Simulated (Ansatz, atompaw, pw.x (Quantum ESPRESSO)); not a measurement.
## pw.x on fcc La: one setting changed

Potential: PAW, atompaw 4.2.0.5, PBE; core [Kr], reference 4d10 4f0 5s2 5p6 5d1 6s1.75 6p0.25; waves: 5s (bound): rc 2.90 bohr; 6s (bound): rc 2.25 bohr; 5p (bound): rc 3.00 bohr; 6p (bound): rc 3.00 bohr; 4d (bound): rc 1.40 bohr; 5d (bound): rc 1.45 bohr; 4f (bound, empty): rc 1.85 bohr; 4f channel at 0.15 Ry: rc 1.85 bohr; local part: bessel scheme, radius 2.90 bohr; core correction: smooth core density matched at 2.90 bohr; augmentation: besselshape compensation charge, radius 2.35 bohr; PAW radius 3.00 bohr; waves and projectors: custom rrkj vanderbiltortho.

The reference run (k-mesh 11³, cutoffs 170/900 Ry, Fermi–Dirac 0.01 Ry, mixing_beta 0.4, conv_thr 1e-9, no spin) gives 0.51 GPa at 36.990 Å³/atom, where all-electron LAPW gives 0.14 GPa. This run, with its own iteration cap, changes nbnd to 23.

```
&control
  calculation='scf', prefix='x', pseudo_dir='./', outdir='./tmp', tstress=.true., disk_io='none'
/
&system
  ibrav=0, nat=1, ntyp=1, ecutwfc=170, ecutrho=900, nbnd=23,
  occupations='smearing', smearing='fd', degauss=0.01
/
&electrons
  conv_thr=1e-09, mixing_beta=0.4, electron_maxstep=50
/
ATOMIC_SPECIES
La 1.0 La.UPF
CELL_PARAMETERS angstrom
  0.00000000 2.64454795 2.64454795
  2.64454795 0.00000000 2.64454795
  2.64454795 2.64454795 0.00000000
ATOMIC_POSITIONS crystal
La 0.0000 0.0000 0.0000
K_POINTS automatic
11 11 11 0 0 0
```

```bash
pw.x < La.scf.in > La.scf.out
```

Question: How does the run end?

Answer: It converges in 11 iterations; the free energy moves by +0.0 meV/atom and the pressure by +0.00 GPa. The result is that of the reference run.

```
Message from routine setup:
     using ibrav=0 with symmetry is DISCOURAGED, use correct ibrav instead
     lattice parameter (alat)  =       7.0675  a.u.
     unit-cell volume          =     249.6209 (a.u.)^3
     number of electrons       =        21.00
     number of Kohn-Sham states=           23
     kinetic-energy cutoff     =     170.0000  Ry
     charge density cutoff     =     900.0000  Ry
     scf convergence threshold =      1.0E-09
     Exchange-correlation= SLA PW PBX PBC
     number of k points=    56  Fermi-Dirac smearing, width (Ry)=  0.0100
     iteration #  1     ecut=   170.00 Ry     beta= 0.40
     total energy              =    -735.38674196 Ry
     estimated scf accuracy    <       0.00375921 Ry
     iteration #  2     ecut=   170.00 Ry     beta= 0.40
     total energy              =    -735.38657840 Ry
     estimated scf accuracy    <       0.00080821 Ry
     iteration #  3     ecut=   170.00 Ry     beta= 0.40
     total energy              =    -735.38673560 Ry
     estimated scf accuracy    <       0.00001031 Ry
     iteration #  4     ecut=   170.00 Ry     beta= 0.40
     total energy              =    -735.38677485 Ry
     estimated scf accuracy    <       0.00001786 Ry
     iteration #  5     ecut=   170.00 Ry     beta= 0.40
     total energy              =    -735.38680249 Ry
     estimated scf accuracy    <       0.00001136 Ry
     iteration #  6     ecut=   170.00 Ry     beta= 0.40
     total energy              =    -735.38680777 Ry
     estimated scf accuracy    <       0.00000143 Ry
     iteration #  7     ecut=   170.00 Ry     beta= 0.40
     total energy              =    -735.38680822 Ry
     estimated scf accuracy    <       0.00000189 Ry
     iteration #  8     ecut=   170.00 Ry     beta= 0.40
     total energy              =    -735.38680838 Ry
     estimated scf accuracy    <       0.00000012 Ry
     iteration #  9     ecut=   170.00 Ry     beta= 0.40
     total energy              =    -735.38680838 Ry
     estimated scf accuracy    <       0.00000002 Ry
     iteration # 10     ecut=   170.00 Ry     beta= 0.40
     total energy              =    -735.38680840 Ry
     estimated scf accuracy    <       0.00000002 Ry
     iteration # 11     ecut=   170.00 Ry     beta= 0.40
     the Fermi energy is    13.5250 ev
!    total energy              =    -735.38680841 Ry
     estimated scf accuracy    <          1.0E-10 Ry
     smearing contrib. (-TS)   =      -0.00779583 Ry
     The total energy is F=E-TS. E is the sum of the following terms:
     one-electron contribution =    -243.16330912 Ry
     hartree contribution      =      88.92715796 Ry
     xc contribution           =     -27.10569446 Ry
     ewald contribution        =    -202.29472402 Ry
     one-center paw contrib.   =    -351.74244294 Ry
     convergence has been achieved in  11 iterations
          total   stress  (Ry/bohr**3)                   (kbar)     P=        5.09
     Message from routine punch:
     Nothing written, as per user request (disk_io='none')
```

The run took about 2.7 min on one core of a shared host (AMD EPYC 9R45 96-Core Processor, 96 threads, 376 GiB, load 59).
